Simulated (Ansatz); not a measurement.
# Residual resistivity of an alloy: Pd(111) with 4 layers of random Pd-Ru, 2x2, part 2 of 2

Aim: the residual resistivity of a random alloy, from Pd(111) with 4 layers of random Pd-Ru, 2x2 and longer regions.

Ansatz 0.2.0; Ansatz plane-wave DFT, PBE, PAW files; ballistic transport by layer matching (Landauer), zero bias; PAW set soft_1.

So far. Step 3 (With 8 alloy layers): Over the solved energies the transmission per spin lies between 1.78 and 2.14, out of 5.52 channels of the lead on average (up to 6.48).

## (4) With 12 alloy layers

In 12 layers a share of 0.125 of the sites is given to Ru at random. A fresh draw is used; the growth of the resistance with length is what counts.

System of this step: Pd(111) with 12 layers of random Pd-Ru, 2x2. The cell holds 72 atoms: 66 Pd and 6 Ru. Its edges and angles: a = 5.501 Å, b = 5.501 Å, c = 40.424 Å, α = 90.0°, β = 90.0°, γ = 120.0°. It derives from Pd. Regions: lead, 24 atoms (24 Pd); scattering region, 48 atoms (42 Pd and 6 Ru). The structure is stacked along c, and the current runs across the ab planes.

input.yaml

```yaml
crystal:
  lattice:
    - [5.5010079149, 0.0, 0.0]
    - [-2.7505039575, 4.7640126007, 0.0]
    - [0.0, 0.0, 40.4239873877]
  atoms:
    - { symbol: Pd, position: [0.0, 0.0, 0.0277777778] }
    - { symbol: Pd, position: [0.0, 0.5, 0.0277777778] }
    - { symbol: Pd, position: [0.5, 0.0, 0.0277777778] }
    - { symbol: Pd, position: [0.5, 0.5, 0.0277777778] }
    - { symbol: Pd, position: [0.1666666667, 0.3333333333, 0.0833333333] }
    - { symbol: Pd, position: [0.1666666667, 0.8333333333, 0.0833333333] }
    - { symbol: Pd, position: [0.6666666667, 0.3333333333, 0.0833333333] }
    - { symbol: Pd, position: [0.6666666667, 0.8333333333, 0.0833333333] }
    - { symbol: Pd, position: [0.3333333333, 0.1666666667, 0.1388888889] }
    - { symbol: Pd, position: [0.3333333333, 0.6666666667, 0.1388888889] }
    - { symbol: Pd, position: [0.8333333333, 0.1666666667, 0.1388888889] }
    - { symbol: Pd, position: [0.8333333333, 0.6666666667, 0.1388888889] }
    - { symbol: Pd, position: [0.0, 0.0, 0.1944444444] }
    - { symbol: Pd, position: [0.0, 0.5, 0.1944444444] }
    - { symbol: Pd, position: [0.5, 0.0, 0.1944444444] }
    - { symbol: Pd, position: [0.5, 0.5, 0.1944444444] }
    - { symbol: Pd, position: [0.1666666667, 0.3333333333, 0.25] }
    - { symbol: Pd, position: [0.1666666667, 0.8333333333, 0.25] }
    - { symbol: Pd, position: [0.6666666667, 0.3333333333, 0.25] }
    - { symbol: Pd, position: [0.6666666667, 0.8333333333, 0.25] }
    - { symbol: Pd, position: [0.3333333333, 0.1666666667, 0.3055555556] }
    - { symbol: Pd, position: [0.3333333333, 0.6666666667, 0.3055555556] }
    - { symbol: Pd, position: [0.8333333333, 0.1666666667, 0.3055555556] }
    - { symbol: Pd, position: [0.8333333333, 0.6666666667, 0.3055555556] }
    - { symbol: Pd, position: [0.0, 0.0, 0.3611111111] }
    - { symbol: Ru, position: [0.0, 0.5, 0.3611111111] }
    - { symbol: Pd, position: [0.5, 0.0, 0.3611111111] }
    - { symbol: Pd, position: [0.5, 0.5, 0.3611111111] }
    - { symbol: Pd, position: [0.1666666667, 0.3333333333, 0.4166666667] }
    - { symbol: Pd, position: [0.1666666667, 0.8333333333, 0.4166666667] }
    - { symbol: Pd, position: [0.6666666667, 0.3333333333, 0.4166666667] }
    - { symbol: Ru, position: [0.6666666667, 0.8333333333, 0.4166666667] }
    - { symbol: Pd, position: [0.3333333333, 0.1666666667, 0.4722222222] }
    - { symbol: Pd, position: [0.3333333333, 0.6666666667, 0.4722222222] }
    - { symbol: Ru, position: [0.8333333333, 0.1666666667, 0.4722222222] }
    - { symbol: Pd, position: [0.8333333333, 0.6666666667, 0.4722222222] }
    - { symbol: Pd, position: [0.0, 0.0, 0.5277777778] }
    - { symbol: Ru, position: [0.0, 0.5, 0.5277777778] }
    - { symbol: Pd, position: [0.5, 0.0, 0.5277777778] }
    - { symbol: Pd, position: [0.5, 0.5, 0.5277777778] }
    - { symbol: Pd, position: [0.1666666667, 0.3333333333, 0.5833333333] }
    - { symbol: Pd, position: [0.1666666667, 0.8333333333, 0.5833333333] }
    - { symbol: Ru, position: [0.6666666667, 0.3333333333, 0.5833333333] }
    - { symbol: Pd, position: [0.6666666667, 0.8333333333, 0.5833333333] }
    - { symbol: Pd, position: [0.3333333333, 0.1666666667, 0.6388888889] }
    - { symbol: Pd, position: [0.3333333333, 0.6666666667, 0.6388888889] }
    - { symbol: Pd, position: [0.8333333333, 0.1666666667, 0.6388888889] }
    - { symbol: Pd, position: [0.8333333333, 0.6666666667, 0.6388888889] }
    - { symbol: Pd, position: [0.0, 0.0, 0.6944444444] }
    - { symbol: Ru, position: [0.0, 0.5, 0.6944444444] }
    - { symbol: Pd, position: [0.5, 0.0, 0.6944444444] }
    - { symbol: Pd, position: [0.5, 0.5, 0.6944444444] }
    - { symbol: Pd, position: [0.1666666667, 0.3333333333, 0.75] }
    - { symbol: Pd, position: [0.1666666667, 0.8333333333, 0.75] }
    - { symbol: Pd, position: [0.6666666667, 0.3333333333, 0.75] }
    - { symbol: Pd, position: [0.6666666667, 0.8333333333, 0.75] }
    - { symbol: Pd, position: [0.3333333333, 0.1666666667, 0.8055555556] }
    - { symbol: Pd, position: [0.3333333333, 0.6666666667, 0.8055555556] }
    - { symbol: Pd, position: [0.8333333333, 0.1666666667, 0.8055555556] }
    - { symbol: Pd, position: [0.8333333333, 0.6666666667, 0.8055555556] }
    - { symbol: Pd, position: [0.0, 0.0, 0.8611111111] }
    - { symbol: Pd, position: [0.0, 0.5, 0.8611111111] }
    - { symbol: Pd, position: [0.5, 0.0, 0.8611111111] }
    - { symbol: Pd, position: [0.5, 0.5, 0.8611111111] }
    - { symbol: Pd, position: [0.1666666667, 0.3333333333, 0.9166666667] }
    - { symbol: Pd, position: [0.1666666667, 0.8333333333, 0.9166666667] }
    - { symbol: Pd, position: [0.6666666667, 0.3333333333, 0.9166666667] }
    - { symbol: Pd, position: [0.6666666667, 0.8333333333, 0.9166666667] }
    - { symbol: Pd, position: [0.3333333333, 0.1666666667, 0.9722222222] }
    - { symbol: Pd, position: [0.3333333333, 0.6666666667, 0.9722222222] }
    - { symbol: Pd, position: [0.8333333333, 0.1666666667, 0.9722222222] }
    - { symbol: Pd, position: [0.8333333333, 0.6666666667, 0.9722222222] }
kpoints:
  mp_grid: { grid: [5, 5, 1] }
hamiltonian:
  xc: pbe
  pseudopotentials: { kind: paw, azcp: { folder: soft_1 } }
scf:
  occupations: { method: fermi_dirac, width: 0.1 }
output:
  transmission:
    leads: [[0, 4]]
    kmesh: [10, 10]
    e_range: [-0.05, 0.05]
    de: 0.05
  write_potential: true
  write_density: true
  volumetric_format: npy
```

Run with:

```sh
$ ansatz run input.yaml --threads 4 --pin off --max-ram 15360MiB --backend cpu --events-out ev --progress --plain --runs-dir out
```

Numbers of over 12 decimals in the logs are rounded to 6 here.

Log:

```text
[...]
Crystal: 72 atoms, lattice volume = 1059.386 Å³
Basis set: ecut = 420 eV, 20709 PW (Γ)
Bands: 771, of which v1, the nominal top of the filled ones, is band 642 counted from 1 (641 counted from 0)
Symmetry: 1 space group operations
[...]
k-points: 13 of 25 (time reversal used)
[...]
SCF iter   1: F=—  HF=-495572.077997 eV  |F-HF|=—  |Δ(HF+E_count)|=         —  Δρ=1.95e-1  dr2=5.63e3  ethr=3.10e-3  ⟨swp⟩=5.0  Hψ=32569  notcnv=0  defer=133
[...]
SCF iter  13: F=-495482.206141 eV  HF=-495482.206141 eV  |F-HF|=1.57e-9  |Δ(HF+E_count)|=  5.82e-10  Δρ=2.11e-7  dr2=1.82e-9  ethr=7.79e-12  ⟨swp⟩=1.7  Hψ=10102  notcnv=0
SCF 1 converged in 13 iterations: F = -495482.206141 eV  dr2 = 1.82e-9
[...]
transmission: 350 of 3484 steps passed
transmission: 700 of 3484 steps passed
[...]
transmission: 3484 of 3484 steps passed
SCF converged after 13 iterations
Free energy (F): -495482.206141 eV
[...]
Internal energy: -495478.288214 eV  (E = F + TS)
E sigma→0 (E₀):  -495480.247177 eV
Entropy (-TS):   -3.917926 eV (-54.416 meV/atom)
Fermi energy:    19.911244 eV
[...]
--- Band table (eV; the first three rows and the last of 13) ---
  k-point 0: bands = [... 638 lower, 20.0943, 20.1053, 20.1086, 20.1245, 20.1324, 20.1481, 20.1497, 20.1577, ... 125 higher]
  k-point 1: bands = [... 638 lower, 19.9682, 19.9864, 20.0008, 20.0129, 20.0397, 20.0529, 20.0682, 20.0835, ... 125 higher]
  k-point 2: bands = [... 638 lower, 19.8064, 19.8145, 19.8456, 19.8641, 19.8665, 19.8814, 19.8879, 19.8993, ... 125 higher]
  k-point 12: bands = [... 638 lower, 19.8120, 19.8385, 19.8709, 19.8835, 19.9057, 19.9109, 19.9370, 19.9448, ... 125 higher]
--- Transmission ---
  basis      : 235 plane waves across, 67 finite elements along
  points     : 52, standing for a mesh of 10 x 10
[...]
channels       : 5.230000e0 a spin
[...]
junction   : crystal 0 to crystal 0, 1.55 to 39.73 Å
    transmission   : 1.820123e0 a spin
[...]
```

It took 13 min on 4 threads of Intel Xeon Platinum 8488C (Sapphire Rapids), shared host; peak memory 8.3 GiB.

Numbers from this step:

* free energy: -495482.2061 eV
* energy at zero smearing: -495480.2472 eV
* Fermi energy: 19.91 eV
* transmission per spin nearest the Fermi level: 1.820
* open channels per spin nearest the Fermi level: 5.23
* step of the lead's potential: 2.1 meV

Per spin. Transmission, zone mean against energy, zero at the Fermi level:

```tsv
energy (eV)	transmission, zone mean
-0.0500	1.96
0.0000	1.82
0.0500	1.64
```

Over the solved energies the transmission per spin lies between 1.64 and 1.96, out of 5.30 channels of the lead on average (up to 6.21).

## (5) The fit

This step: Ansatz plane-wave DFT, PBE, PAW files; ballistic transport by layer matching (Landauer), zero bias; residual resistivity from the slope of the area resistance, atoms on the host's lattice; PAW set soft_1 (Ansatz 0.2.0).

This step gave:

- resistivity: 36.89 µΩ cm
- intercept: 0.3106 fΩ m²
- scatter about the fit: 0.1005 fΩ m²

Resistance, by row:

```tsv
run	length (Å)	T	channels N	RA (fΩ m²)
n4	8.983	2.795	5.29	0.5709
n8	17.97	1.957	5.52	1.115
n12	26.95	1.807	5.297	1.234
```

Area resistance against length of the alloy:

```tsv
length of the alloy (Å)	area resistance (fΩ m²)
8.98	0.571
17.97	1.12
26.95	1.23
```

The area resistance goes from 0.57 to 1.2 fΩ m² between 9.0 and 26.9 Å, a slope of 37 µΩ cm.

By hand from the end points: (1.234 − 0.5709) fΩ m² / (26.95 − 8.98) Å = 37 µΩ cm, since 1 fΩ m² per Å is 1000 µΩ cm.

## (6) Summary of results

| Quantity | Value |
| --- | --- |
| resistivity from the slope | 36.9 µΩ cm |
| area resistance over 8.98 Å | 0.571 fΩ m² |
| area resistance over 18.0 Å | 1.12 fΩ m² |
| area resistance over 26.9 Å | 1.23 fΩ m² |

The slope gives 37 µΩ cm. The points scatter by 0.10 fΩ m² about the line, with one random draw a length in a 2x2 cell, so the slope is a rough value. The lead's own channel count moves between the runs (5.29, 5.52 and 5.30), which shifts RA and the slope too. Read with a model of isotropic scattering on a spherical Fermi surface and the lead's 1.6×10¹⁵ S/m², this slope means a mean free path near 13 Å; over these lengths the model's slope is within 3 % of its bulk resistivity. The draw over the shortest length came out nearly ordered, with 8 symmetry operations, so that point is a poor sample of a random alloy. The atoms sit on the host's lattice, so scattering by size misfit is left out.

[Logs are printed without paths, hosts, clocks, repeated set-up lines and the standing remarks that a program may print on its own settings, such as how far it seeks lower states.]

[Hosts, paths, dates, database ids (printed as entryN), source tags and the programs' standing remarks are cut or masked in the printed files.]
